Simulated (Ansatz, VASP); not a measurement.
# PbF2 (Fluorocronite): VASP beside Ansatz

Contents of INCAR:

```
SYSTEM = PbF2
PREC     = Accurate       ! precision mode
ENCUT    = 520            ! plane-wave cutoff, eV
EDIFF    = 1E-6           ! SCF threshold, eV
ISMEAR   = 0              ! smearing method
SIGMA    = 0.01           ! smearing width, eV
LREAL    = .False.        ! projectors in reciprocal space
LASPH    = .True.         ! aspherical terms in the spheres
NELM     = 100            ! most SCF steps
ALGO     = Normal         ! electronic algorithm
ISIF     = 2              ! what is computed and relaxed
LWAVE    = .False.        ! write WAVECAR
LCHARG   = .False.        ! write CHGCAR
GGA      = PE             ! functional
NBANDS   = 21             ! bands
```

The input KPOINTS:

```
regular mesh
0
Gamma
  2 2 2
  0 0 0
```

POSCAR

```
PbF2
1.0
    0.0000000000      2.9636600000      2.9636600000
    2.9636600000      0.0000000000      2.9636600000
    2.9636600000      2.9636600000      0.0000000000
Pb F
1 2
Direct
    0.0000000000      0.0000000000      0.0000000000
    0.2500000000      0.2500000000      0.2500000000
    0.7500000000      0.7500000000      0.7500000000
```

Input for Ansatz:

```yaml
crystal:
  lattice:
    - [0.0, 2.96366, 2.96366]
    - [2.96366, 0.0, 2.96366]
    - [2.96366, 2.96366, 0.0]
  atoms:
    - { symbol: Pb, position: [0.0, 0.0, 0.0] }
    - { symbol: F, position: [0.25, 0.25, 0.25] }
    - { symbol: F, position: [0.75, 0.75, 0.75] }
basis:
  ecutwfc: 421.77648681281397
kpoints:
  mp_grid:
    grid: [2, 2, 2]
hamiltonian:
  xc: pbe
  pseudopotentials:
    kind: paw
scf:
  occupations:
    method: fixed
output:
  eigenvalues: true
```

Alike in both runs: task single point; functional PBE; k mesh 2 × 2 × 2; no spin polarisation.

```csv
,VASP,Ansatz
version,VASP 6.6.1,Ansatz 0.2.0
potentials or method,"VASP PAW PBE potentials, release 64 (Pb_d, F)","plane waves, PAW"
plane-wave cutoff (eV),520,422
occupations,"gaussian, width 0.01 eV",fixed
valence electrons in the cell,28,28
```

```csv
,VASP,Ansatz,Ansatz less VASP
gap on the k mesh at the Fermi level (eV),4.44,4.45,+0.006
```

Caveats: the k mesh is coarse (spacing up to 0.92 Å⁻¹), so the values aren't converged; spin-orbit coupling is left out, which as a rule narrows the gap of such compounds by several tenths of an eV. A hybrid or GW would open this gap; PBE tends to underestimate it. A k mesh can miss the band edges.
